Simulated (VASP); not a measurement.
Here is a VASP 6.6.1 calculation.

Contents of INCAR:

```
SYSTEM = CdSe
  PREC = Accurate
  ENCUT = 600
  EDIFF = 1E-7
  ISMEAR = 0
  SIGMA = 0.1
  LREAL = .FALSE.
  LASPH = .TRUE.
  NELM = 80
  ALGO = Normal
  ISIF = 3
  LWAVE = .FALSE.
  LCHARG = .FALSE.
  GGA = PE
  IBRION = 2
  NSW = 90
  EDIFFG = -0.005
```

File KPOINTS:

```
Automatic mesh
0
G
  12 12 12
  0 0 0
```

POSCAR

```
CdSe
1.0
    0.0000000000      2.8739580000      2.8739580000
    2.8739580000      0.0000000000      2.8739580000
    2.8739580000      2.8739580000      0.0000000000
Cd Se
1 1
Direct
    0.0000000000      0.0000000000      0.0000000000
    0.5000000000      0.5000000000      0.5000000000
```

Potentials or basis: VASP PAW PBE potentials, release 64 (Cd, Se).

Command:

```bash
$ cat potpaw_PBE.64/Cd/POTCAR potpaw_PBE.64/Se/POTCAR > POTCAR
$ mpirun -np 1 vasp_std > vasp.out
```

Task: What does it give for the space group after relaxing (to 0.05 Å)?

Result: Fm-3m (No. 225).

Task: Estimate the band gap on the k mesh.

Result: None (metal or under the smearing width).

Task: Estimate the relaxed cell.

Result: a = 4.063 Å, b = 4.063 Å, c = 4.063 Å, α = 60.00°, β = 60.00°, γ = 60.00°.

Task: Predict the relaxed volume.

Result: 23.71 Å³/atom.

Final structure:
```cif
data_structure
_symmetry_space_group_name_H-M 'P 1'
_symmetry_Int_Tables_number 1
_cell_length_a 4.0626
_cell_length_b 4.0626
_cell_length_c 4.0626
_cell_angle_alpha 60.000
_cell_angle_beta 60.000
_cell_angle_gamma 60.000
_cell_volume 47.41
loop_
_atom_site_label
_atom_site_type_symbol
_atom_site_fract_x
_atom_site_fract_y
_atom_site_fract_z
_atom_site_occupancy
Cd1 Cd 0.00000 0.00000 0.00000 1
Se1 Se 0.50000 0.50000 0.50000 1
```
